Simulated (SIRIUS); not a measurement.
Ga:

```xyz
1
Lattice="-1.3844 1.3844 2.3112 1.3844 -1.3844 2.3112 1.3844 1.3844 -2.3112" Properties=species:S:1:pos:R:3 pbc="T T T"
Ga    0.0000    0.0000    0.0000
```

This isn't the form of Ga at room conditions, which is orthorhombic.

```yaml
Program: SIRIUS 7.12.0
Task: single point
Functional: PBE
Potentials_or_basis: all-electron FP-LAPW
Cutoff: 167 eV
Basis: apw+lo standard
k_mesh: 13 × 13 × 13
Occupations: fermi-dirac, width 0.05 eV
Spin: no spin polarisation
```

On this cell: band gap on the k mesh none (metal or under the smearing width).

The same run follows on a disturbed copy (cell strained at random):

```
CELL_PARAMETERS angstrom
-1.34574 1.36748 2.27974
1.38532 -1.38141 2.31180
1.38426 1.41993 -2.28809
ATOMIC_POSITIONS crystal
Ga 0.00017 0.01188 0.01187
```

**Question.** What changes?

**Answer.** The energy (extrapolated to zero smearing) moves by +0.3 meV/atom; band gap on the k mesh none (metal or under the smearing width).
